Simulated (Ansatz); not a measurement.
Data:

Relaxed AlSb (zinc blende):

```yaml
crystal:
  lattice:
    - [0.00000, 6.22551, 6.22551]
    - [3.11275, 0.00000, 3.11275]
    - [3.11275, 3.11275, 0.00000]
  atoms:
    - { symbol: Sb, position: [0.37500, 0.75000, 0.75000] }
    - { symbol: Sb, position: [0.87500, 0.75000, 0.75000] }
    - { symbol: Al, position: [0.00000, 0.00000, 0.00000] }
    - { symbol: Al, position: [0.50000, 0.00000, 0.00000] }
```

The atoms are displaced by Q × the pattern below (from a DFPT mode at L = (0.5, 0.0, 0.0), largest move 1; Q in Å), at fixed cell. It is one choice among 2 degenerate patterns. (q is in reciprocal vectors of the primitive cell; the cell shown is doubled to hold the pattern.)

```
atom       x       y       z
----  ------  ------  ------
Sb1   -0.061   0.112  -0.173
Sb2    0.061  -0.112   0.173
Al3   -0.285   0.520  -0.805
Al4    0.285  -0.520   0.805
```

Method: PBE (plane waves to 420 eV, PAW, scalar-relativistic; Ansatz, a first-principles code). k mesh 13×13×13 (Γ-centred), Fermi-Dirac smearing 0.05 eV. E stands for the smeared free energy. AlSb was relaxed with its symmetry unable to fall. Spin-orbit coupling is left out, though Sb is heavy. The zero of ΔE is the undisplaced structure.

The scan covers Q from -0.180 to 0.180 Å in 13 points.

**Question.** Which space group does the distorted structure have?

**Answer.** P1 (No. 1), lowered from F-43m.

**Question.** What is the energy change at Q = 0.180 Å?

**Answer.** 335 meV/cell.

**Question.** What harmonic wavenumber does the curvature at Q = 0 give?

**Answer.** 292 cm⁻¹.

(For displaced atoms, the force is minus the slope of the energy, and its curvature is a force constant, which sets phonon frequencies.)
